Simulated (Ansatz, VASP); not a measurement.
Two plane-wave programs on Ti

The input POSCAR:

```
Ti
1.0
    2.9500000000      0.0000000000      0.0000000000
   -1.4750000000      2.5547749412      0.0000000000
    0.0000000000      0.0000000000      4.6800000000
Ti
2
Direct
    0.6666666667      0.3333333333      0.7500000000
    0.3333333333      0.6666666667      0.2500000000
```

Contents of INCAR.step1:

```
SYSTEM = Ti
PREC     = Accurate       ! precision mode
ENCUT    = 520            ! plane-wave cutoff, eV
ISMEAR   = -1             ! smearing method
SIGMA    = 0.05           ! smearing width, eV
LREAL    = .FALSE.        ! projectors in reciprocal space
LASPH    = .TRUE.         ! aspherical terms in the spheres
NELM     = 100            ! most SCF steps
NBANDS   = 19             ! bands
GGA      = PE             ! functional
ALGO     = Normal         ! electronic algorithm
EDIFF    = 1E-4           ! SCF threshold, eV
LWAVE    = .TRUE.         ! write WAVECAR
LCHARG   = .FALSE.        ! write CHGCAR
```

Contents of INCAR.step2:

```
SYSTEM = Ti
PREC     = Accurate       ! precision mode
ENCUT    = 520            ! plane-wave cutoff, eV
EDIFF    = 1E-7           ! SCF threshold, eV
ISMEAR   = -1             ! smearing method
SIGMA    = 0.05           ! smearing width, eV
LREAL    = .FALSE.        ! projectors in reciprocal space
LASPH    = .TRUE.         ! aspherical terms in the spheres
NELM     = 100            ! most SCF steps
ALGO     = Normal         ! electronic algorithm
ISIF     = 2              ! what is computed and relaxed
LWAVE    = .FALSE.        ! write WAVECAR
LCHARG   = .TRUE.         ! write CHGCAR
METAGGA  = R2SCAN         ! meta-GGA
LMIXTAU  = .TRUE.       
LELF     = .TRUE.         ! ELF
LVHAR    = .TRUE.       
NBANDS   = 19             ! bands
ISTART   = 1
```

KPOINTS

```
Automatic mesh
0
G
  6 6 3
  0 0 0
```

File input.yaml:

```yaml
crystal:
  lattice:
    - [2.95, 0.0, 0.0]
    - [-1.475, 2.5547749412, 0.0]
    - [0.0, 0.0, 4.68]
  atoms:
    - { symbol: Ti, position: [0.6666666667, 0.3333333333, 0.75] }
    - { symbol: Ti, position: [0.3333333333, 0.6666666667, 0.25] }
hamiltonian:
  xc: r2scan
  pseudopotentials: { kind: paw }
kpoints:
  mp_grid: { grid: [6, 6, 3] }
  band_path:
    path:
      - [[0.0, 0.0, 0.0], [0.5, 0.0, 0.0], [0.3333333333, 0.3333333333, 0.0], [0.0, 0.0, 0.0], [0.0, 0.0, 0.5], [0.5, 0.0, 0.5], [0.3333333333, 0.3333333333, 0.5], [0.0, 0.0, 0.5]]
      - [[0.5, 0.0, 0.5], [0.5, 0.0, 0.0]]
      - [[0.3333333333, 0.3333333333, 0.0], [0.3333333333, 0.3333333333, 0.5]]
    npoints: 14
scf:
  occupations: { method: fermi_dirac, width: 0.05 }
  n_extra_bands: 6
output:
  forces: true
  stress: true
  eigenvalues: true
  fatbands: false
  write_density: true
  write_potential: true
  elf: true
  volumetric_format: npy
```

Alike in both runs: functional r2SCAN; k mesh 6 × 6 × 3; occupations fermi-dirac, width 0.05 eV; no spin polarisation.

|  | VASP | Ansatz |
| --- | --- | --- |
| version | VASP 6.6.1 | Ansatz 0.2.0 |
| potentials or method | VASP PAW PBE potentials, release 64 (Ti_sv) | Ansatz PAW |
| plane-wave cutoff (eV) | 520 | 500 |
| valence electrons in the cell | 24 | 24 |
| task | single point | band structure |

|  | VASP | Ansatz | Ansatz less VASP |
| --- | --- | --- | --- |
| gap on the k mesh at the Fermi level (eV) | none | none | - |
| pressure (GPa) | -1.4 | -1.7 | -0.34 |
| largest component of the traceless stress (GPa) | 0.47 | 0.48 | +0.003 |

A gap of «none» marks a metal or a gap that the smearing closes.

Caveats: the k mesh is coarse (spacing up to 0.45 Å⁻¹), so the values aren't converged; the PAW data sets were made with another functional, which shifts forces and pressure a little (VASP); the PAW data sets come from PBE, with cores solved anew for the run's functional, which leaves a small shift of forces and pressure (Ansatz).
